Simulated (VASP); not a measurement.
# InSe in VASP: settings compared, part 3 of 3

VASP 6.6.1. Earlier steps stand in the parts before.

## Step 6: Band structure, PBE+D3(BJ)

Contents of INCAR:

```
PREC     = Accurate       # precision mode
ENCUT    = 520            # plane-wave cutoff, eV
EDIFF    = 1E-6           # SCF threshold, eV
ISMEAR   = 0              # smearing method
SIGMA    = 0.03           # smearing width, eV
LREAL    = False          # projectors in reciprocal space
LASPH    = True           # aspherical terms in the spheres
NELM     = 80             # most SCF steps
ALGO     = Normal         # electronic algorithm
ISIF     = 2              # what is computed and relaxed
LWAVE    = False          # write WAVECAR
LCHARG   = False          # write CHGCAR
LDIPOL   = True         
IDIPOL   = 3            
DIPOL    = 0.5 0.5 0.500
GGA      = PE             # functional
IVDW     = 12             # dispersion correction
NBANDS   = 69             # bands
LVHAR    = True         
LVACPOTAV= True         
LUSENCCL = False
```

Contents of KPOINTS:

```
regular mesh
0
Gamma
  6 6 1
```

Contents of POSCAR:

```
InSe                                    
1.0
    4.0326446041      0.0000000000      0.0000000000
   -2.0163223021      3.4923726766      0.0000000000
    0.0000000000      0.0000000000     40.2377120000
  Se              In            
     6     6
Direct
     1.0000000000000000    1.0000000000000000    0.2260663472338706
     1.0000000000000000    1.0000000000000000    0.3597529513137537
     0.6666666699999979    0.3333333300000021    0.4332960294434843
     0.6666666699999979    0.3333333300000021    0.5667208719731045
     0.3333333300000021    0.6666666699999979    0.6402190606054599
     0.3333333300000021    0.6666666699999979    0.7738617852538318
     0.6666666699999979    0.3333333300000021    0.2582188883571407
     0.6666666699999979    0.3333333300000021    0.3276813029546436
     0.3333333300000021    0.6666666699999979    0.4652822173774495
     0.3333333300000021    0.6666666699999979    0.5346913234327271
     1.0000000000000000    0.0000000000000000    0.6722479718716191
     1.0000000000000000    1.0000000000000000    0.7417095501829223
```

Contents of KPOINTS_OPT:

```
explicit points
3
Reciprocal
 0.0000000000  0.0000000000  0.0000000000 1
 0.5000000000  0.0000000000  0.0000000000 1
 0.3333333300  0.3333333300  0.0000000000 1
```

Potentials or basis: VASP PAW PBE potentials, release 64 (Se, In_d).

Run with:

```sh
> cat potpaw_PBE.64/Se/POTCAR potpaw_PBE.64/In_d/POTCAR > POTCAR
> mpirun -np 1 vasp_std > vasp.out
```

OUTCAR:

```text
PREC = Accurate
   ENCUT = 520
   EDIFF = 1E-6
   ISMEAR = 0
   LREAL = False
   LASPH = True
   NELM = 80
   ISIF = 2
   GGA = PE
   IVDW = 12
 IVDW          = 12

 ion  position               nearest neighbor table
   1  0.000  0.000  0.226-   7 2.66   7 2.66   7 2.66
   2  0.000  0.000  0.360-   8 2.66   8 2.66   8 2.66
   3  0.667  0.333  0.433-   9 2.66   9 2.66   9 2.66
   4  0.667  0.333  0.567-  10 2.66  10 2.66  10 2.66
   5  0.333  0.667  0.640-  11 2.66  11 2.66  11 2.66
   6  0.333  0.667  0.774-  12 2.66  12 2.66  12 2.66
   7  0.667  0.333  0.258-   1 2.66   1 2.66   1 2.66   8 2.80
[... 725 lines left out ...]
  energy-cutoff  :      520.00
  volume of cell :      566.69
      direct lattice vectors                 reciprocal lattice vectors
     4.032644604  0.000000000  0.000000000     0.247976229  0.143169142 -0.000000000
    -2.016322302  3.492372677  0.000000000     0.000000000  0.286338284  0.000000000
     0.000000000  0.000000000 40.237712000     0.000000000 -0.000000000  0.024852308

 POSITION                                       TOTAL-FORCE (eV/Angst)
 -----------------------------------------------------------------------------------
      0.00000      0.00000      9.09639         0.000000      0.000000      0.002987
      0.00000      0.00000     14.47564         0.000000     -0.000000     -0.001684
      2.01632      1.16412     17.43484         0.000000     -0.000000     -0.001860
      2.01632      1.16412     22.80355        -0.000000      0.000000      0.002091
     -0.00000      2.32825     25.76095        -0.000000      0.000000      0.003026
     -0.00000      2.32825     31.13843         0.000000      0.000000     -0.001852
      2.01632      1.16412     10.39014         0.000000      0.000000      0.000281
      2.01632      1.16412     13.18515        -0.000000     -0.000000      0.002496
     -0.00000      2.32825     18.72189        -0.000000      0.000000     -0.004529
     -0.00000      2.32825     21.51476        -0.000000     -0.000000      0.003197
      0.00000      0.00000     27.04972        -0.000000      0.000000     -0.002729
      0.00000      0.00000     29.84470        -0.000000     -0.000000     -0.001425
 -----------------------------------------------------------------------------------
    total drift:                               -0.000001      0.000000      0.000291

  FREE ENERGIE OF THE ION-ELECTRON SYSTEM (eV)
  ---------------------------------------------------
  free  energy   TOTEN  =       -45.7781187666 eV

  energy  without entropy=      -45.7781187666  energy(sigma->0) =      -45.77811877

 vacuum level on the upper side and lower side of the slab         5.780         5.778
```

OSZICAR:

```text
N       E                     dE             d eps       ncg     rms          rms(c)
DAV:   1     0.113678246831E+04    0.11368E+04   -0.48877E+04  1022   0.159E+03
DAV:   2     0.132269614251E+03   -0.10045E+04   -0.97274E+03  1038   0.406E+02
[... 22 lines left out ...]
       N       E                     dE             ncg
DAV:   1     0.463528525431E+03   -0.68082E+04      430
DAV:   2    -0.255580455226E+04   -0.30193E+04      454
DAV:   3    -0.302967660395E+04   -0.47387E+03      484
DAV:   4    -0.306401995847E+04   -0.34343E+02      479
DAV:   5    -0.306568479446E+04   -0.16648E+01      543
DAV:   6    -0.306573082459E+04   -0.46030E-01      636
DAV:   7    -0.306573308189E+04   -0.22573E-02      647
DAV:   8    -0.306573314387E+04   -0.61982E-04      631
DAV:   9    -0.306573314742E+04   -0.35547E-05      471
DAV:  10    -0.306573314763E+04   -0.20315E-06      343
```

Run time: 4.6 min. Hardware: 1 × NVIDIA H100 80GB with 1 thread of AMD EPYC 7R13 (Zen 3), shared host; peak memory 1.7 GiB.

What came out:

```
Free energy                            : -45.7781 eV
Largest force                          : 0.005 eV/Å
Band gap on the k mesh                 : 0.84 eV, direct
Band gap along the path                : 0.84 eV, direct
Dispersion energy per atom             : -0.273 eV
Ionisation potential of the upper face : 5.54 eV
```

Forces on the atoms (eV/Å):
```
Se   0.000  0.000  0.003
Se   0.000  0.000 -0.002
Se   0.000  0.000 -0.002
Se   0.000  0.000  0.002
Se   0.000  0.000  0.003
Se   0.000  0.000 -0.002
In   0.000  0.000  0.000
In   0.000  0.000  0.002
In   0.000  0.000 -0.005
In   0.000  0.000  0.003
In   0.000  0.000 -0.003
In   0.000  0.000 -0.001
```

Levels at points of the mesh, in eV from the valence-band top:
```csv
k point,band 55,band 56,band 57,band 58,band 59,band 60
"(0.00, 0.00, 0.00)",-0.81,-0.57,0.00,0.84,1.36,1.82
"(0.50, 0.00, 0.00)",-1.40,-1.36,-1.25,1.54,1.56,1.84
```

Caveat: spin-orbit coupling is left out, which moves the levels of the heavy elements. As with any semilocal functional, this PBE gap is likely too small.

## Step 7: The runs side by side

```csv
level,potentials or basis,spin,k mesh,gap on the mesh (eV),largest force (eV/Å)
PBE+D3(BJ),"VASP PAW PBE potentials, release 64 (Se, In_d)",off,9 × 9 × 1,0.80,-
PBE+D3(BJ),"VASP PAW PBE potentials, release 64 (Se, In_d)","SOC, no magnetisation",9 × 9 × 1,-,0.01
r2SCAN,"VASP PAW PBE potentials, release 64 (Se, In_d)",off,9 × 9 × 1,1.20,0.26
LDA,"VASP PAW LDA potentials, release 64 (Se, In_d)",off,9 × 9 × 1,0.63,0.40
PBE+D3(BJ),"VASP PAW PBE potentials, release 64 (Se, In_d)",off,6 × 6 × 1,0.84,-
```

Alike in all rows: task band structure; cell as given; cutoff (eV) 520; smearing gaussian 0.03 eV.

Caveats: spin-orbit coupling is left out, which moves the levels of the heavy elements (some runs); the PAW data sets were made with another functional, which shifts forces and pressure a little (some runs).

Total energies depend on the potentials used, so only differences within one code and one set of settings carry meaning.
